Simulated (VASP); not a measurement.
The system is TaS2.

```
Ta S
1.0
     3.35000    0.00000    0.00000
    -1.67500    2.90119    0.00000
     0.00000    0.00000    5.86000
Ta S
1 2
Direct
  0.00000 0.00000 0.00000
  0.66667 0.33333 0.75000
  0.33333 0.66667 0.25000
```

| Quantity | Value |
| --- | --- |
| Program | VASP 6.6.1 |
| Task | relaxation of cell and atoms |
| Functional | BLYP |
| Dispersion | D3(BJ) |
| Potentials or basis | VASP PAW PBE potentials, release 64 (Ta_pv, S) |
| Cutoff | 600 eV |
| k mesh | 9 × 9 × 5 |
| Occupations | fermi-dirac, width 0.05 eV |
| Spin | no spin polarisation |

At the start: pressure 7.3 GPa; volume 18.98 Å³/atom.

Q: Where does the relaxation end?

A: Over 10 steps the energy falls by 52.6 meV/atom and the volume is 18.44 Å³/atom (-2.9 %); space group P-3m1 (No. 164, to 0.05 Å).

Step by step:
| step | energy change (eV) | largest force (eV/Å) | pressure (GPa) | volume (Å³) |
| --- | --- | --- | --- | --- |
| 1 | 0.0000 | 1.5661 | 7.29 | 56.95 |
| 2 | 0.1870 | 1.4068 | -12.46 | 64.37 |
| 3 | -0.0977 | 0.3113 | -1.47 | 59.52 |
| 4 | -0.0979 | 0.3525 | -1.20 | 59.42 |
| 5 | -0.1145 | 0.2844 | -0.88 | 58.60 |
| 6 | -0.1397 | 0.0660 | 0.33 | 56.18 |
| 7 | -0.1534 | 0.0102 | -0.23 | 55.85 |
| 8 | -0.1571 | 0.0798 | -0.62 | 55.56 |
| 9 | -0.1548 | 0.1755 | 1.46 | 54.79 |
| 10 | -0.1577 | 0.0037 | 0.00 | 55.33 |

Final structure:
```yaml
crystal:
  lattice:
    - [3.36677, 0.00000, 0.00000]
    - [-1.68338, 2.91571, 0.00000]
    - [0.00000, 0.00000, 5.63630]
  atoms:
    - { symbol: Ta, position: [0.00000, 0.00000, 0.00000] }
    - { symbol: S, position: [0.66667, 0.33333, 0.72765] }
    - { symbol: S, position: [0.33333, 0.66667, 0.27235] }
```

Caveat: the PAW data sets were made with another functional, which shifts forces and pressure a little.
